# Where silicon keeps its lowest empty state

A wave vector labels how the phase of an electron wave advances from cell to cell, and point a, point b and point c are its components along the reciprocal cell vectors. Point 1 is the zone centre, Γ. Points 2 and 5 lie 40 % and 80 % of the way from Γ to X, the centre of the zone face along a cubic axis. "Level under 1" is the highest filled level at a point and "level over 1" the lowest empty one. All are PBE levels, the starting point of the G0W0 step, with the valence top as zero.

Kohn-Sham levels of silicon in the diamond structure, computed with VASP 6.6.1 and the PBE functional as the starting point of a G0W0 calculation. The run used the Si_GW PAW dataset, a 500 eV plane-wave cutoff and a 5×5×5 k mesh, without spin polarisation or spin-orbit coupling. Energies are counted from the valence top.

| point a (reciprocal cell vector) | point b (reciprocal cell vector) | point c (reciprocal cell vector) | level point (row) | level under 4 (eV) | level under 3 (eV) | level under 2 (eV) | level under 1 (eV) | level over 1 (eV) | level over 2 (eV) |
| --- | --- | --- | --- | --- | --- | --- | --- | --- | --- |
| 0.0000 | 0.0000 | 0.0000 | 1 | -11.917 | 0.000 | 0.000 | 0.000 | 2.552 | 2.552 |
| 0.2000 | 0.2000 | 0.0000 | 2 | -11.225 | -2.630 | -1.480 | -1.480 | 1.459 | 3.871 |
| -0.4000 | 0.2000 | 0.0000 | 3 | -9.215 | -6.680 | -3.417 | -1.706 | 2.050 | 4.582 |
| -0.2000 | 0.2000 | 0.0000 | 4 | -10.576 | -4.470 | -2.983 | -0.843 | 2.871 | 3.975 |
| 0.4000 | 0.4000 | 0.0000 | 5 | -9.221 | -6.168 | -2.681 | -2.681 | 0.586 | 1.317 |
| -0.4000 | 0.4000 | 0.0000 | 6 | -8.025 | -7.421 | -4.038 | -2.563 | 1.034 | 3.146 |
| -0.4000 | 0.4000 | 0.2000 | 7 | -8.786 | -6.550 | -3.955 | -2.974 | 3.386 | 3.770 |

## 1. What is the cheapest way to lift an electron across the gap?

The highest filled level is at Γ and the lowest empty one is at point 5, 0.586 eV higher. The gap is therefore indirect: the electron must change its wave vector as well as its energy. Light alone supplies almost no wave vector, so a lattice vibration has to help, and silicon absorbs weakly just above its gap. Without that help the cheapest jump on this mesh is the vertical one at Γ, which costs 2.552 eV.

## 2. Why do filled levels coincide at some points and not at others?

At Γ the three cubic axes are equivalent, so the three p-like bonding levels at the valence top have one energy. A wave vector along one axis singles that axis out. The two p directions across it stay equivalent, which gives the equal pairs at points 2 and 5. The third level, which near Γ is p-like along the axis, drops away from the pair, by 1.150 eV at point 2 and by 3.487 eV at point 5. At the other four points the symmetry is lower and no filled levels coincide.

## 3. Why is the valence band about 12 eV deep?

Take the limit in which the lattice is switched off and only the electron density remains. Eight free electrons in a cell of two atoms fill their levels up to 12.4 eV, whereas the computed width at Γ is 11.9 eV. The estimate uses only the volume and the number of electrons, and is 4 % above the computed width. For silicon, then, the electron density alone nearly gives the depth. One crystal does not show that the estimate is as good elsewhere. The gap is the work of the lattice, and free electrons have none.

## 4. What happens to the bands at X?

In the free-electron limit, two waves running in opposite directions along the axis have the same energy at X. Their energies cross there, one rising and one falling. A lattice usually reflects one wave into the other and splits them. In the diamond structure the two atoms of the cell scatter this reflection with opposite phase and cancel it, and the crystal symmetry joins every band at X to a partner.

The two lowest filled bands show the approach to such a crossing. Point 2 is three times as far from X as point 5, and the separation of these bands is 2.8 times as large. Bands that cross with a slope would give a ratio near 3, while a separation that grows as the square of the distance would give 9.

## 5. Why does the lowest empty level lie short of X?

The two lowest empty bands must also join at X. Symmetry makes their slopes there equal and opposite, so the lower one has to rise as it reaches X, unless both slopes vanish. Yet on the way from Γ the lowest empty level falls, from 2.552 eV through 1.459 eV to 0.586 eV at point 5. A band that first falls and then rises has its minimum in between. For the empty bands the slope at X is argued from the behaviour of the filled ones and from theory, since only point 5 lies close to X on this line.

The same reasoning works elsewhere: where symmetry makes two bands cross with equal and opposite slopes, the crossing itself cannot be the minimum of the lower band. Here the cubic symmetry repeats the valley along both directions of three axes, which makes six valleys.

## 6. How far short of X is it?

Let q be the distance from X, with the length from Γ to X as unit. Near X, describe the two branches by a parabola and its mirror image:

E = E₀ + A(q ∓ q₀)²

The upper sign gives the lower branch, with its minimum E₀ at q = q₀. Subtracting the branches gives a splitting of 4Aqq₀.

For a free electron, A follows from the cube edge of 5.4 Å and is about 5.1 eV. With the effective mass along the valley, roughly 0.9 electron masses (a recalled value), it becomes 5.1/0.9 ≈ 5.7 eV. At point 5, q is 0.2 and the two empty levels are 0.731 eV apart, so

q₀ ≈ 0.731/(4 × 5.7 × 0.2) ≈ 0.16

The valley then lies about 84 % of the way to X. With the free-electron mass it would lie at 82 %.

Point 5 and the assumed mass fixed the model, so the other points on the line test it. With the mass of 0.9 the parabola is 0.2 eV too high at point 2 and 2.0 eV too high at Γ. It is a local picture: at Γ inversion symmetry makes the band flat, while the parabola is still climbing steeply.

## 7. Which digits of the gap can be trusted?

The mesh steps over the valley bottom, and the model puts point 5 about 0.01 eV above it. Spin-orbit coupling, left out here, would raise the valence top by roughly another 0.01 eV, a third of a recalled splitting of 0.04 eV. Both effects make the printed gap slightly too large, by about 0.02 eV together, so even its second decimal is not exact. The k mesh and the wave cutoff behind the density were not varied, and what they add to the error is unknown.

The distance to nature is far greater. The measured gap is roughly 1.2 eV (recalled), about twice the PBE value. This is the underestimate that comes from reading Kohn-Sham levels as energies for adding and removing electrons. A finer mesh would not cure it.

## 8. Does G0W0 simply push all empty levels up?

G0W0 treats the added or removed electron together with the screening response of the others. In the same calculation it raises the indirect gap to 1.02 eV and the direct gap to 3.15 eV. The openings are 0.44 eV and 0.60 eV, so one common upward shift, set by the indirect gap, would leave the direct gap 0.16 eV too small. The correction depends on the state.

Of the two indirect gaps, the G0W0 value is much closer to the measured one. How many of its decimals hold is not tested, because the response cutoff, the number of empty bands and the k mesh were not varied. The output that follows gives the spacings at each point and the tests of the parabola.

The analysis program printed:

```
Spacings in eV:
   row  point  vertical gap  under 1 less under 2  under 2 less under 3  under 3 less under 4
   0.0      1         2.552                     0                     0                 11.92
   0.2      2         2.939                     0                  1.15                 8.595
  -0.4      3         3.756                 1.711                 3.263                 2.535
  -0.2      4         3.714                  2.14                 1.487                 6.106
   0.4      5         3.267                     0                 3.487                 3.053
  -0.4      6         3.597                 1.475                 3.383                 0.604
  -0.4      7          6.36                 0.981                 2.595                 2.236
PBE gap on the mesh in eV: 0.586
Lowest empty level at point 1 above that at point 5 in eV: 1.966
Number of equivalent points like point 5: 6
Valence width at Gamma in eV: 11.92
Free-electron Fermi energy in eV: 12.4
Free-electron value above computed width in percent: 4.092
Ratio of separations of the two lowest filled bands, point 2 to point 5 (linear 3, quadratic 9): 2.815
Splitting of the two empty levels at point 5 in eV: 0.731
Valley position as fraction of Gamma to X, mass 0.9: 0.838
Valley position as fraction of Gamma to X, mass 1: 0.82
Point 5 above the valley bottom in eV, mass 0.9: 0.008146
Point 5 above the valley bottom in eV, mass 1: 0.002031
Parabola less computed level at point 2 in eV, mass 0.9: 0.201
Parabola less computed level at point 2 in eV, mass 1: 0.02047
Parabola less computed level at point 1 in eV, mass 0.9: 1.987
G0W0 opening of the indirect gap in eV: 0.4359
G0W0 opening of the direct gap in eV: 0.5966
Direct gap missed by a rigid shift in eV: 0.1607
Rough rise of the valence top by spin-orbit coupling in eV (a third of a recalled 0.04): 0.01333
```
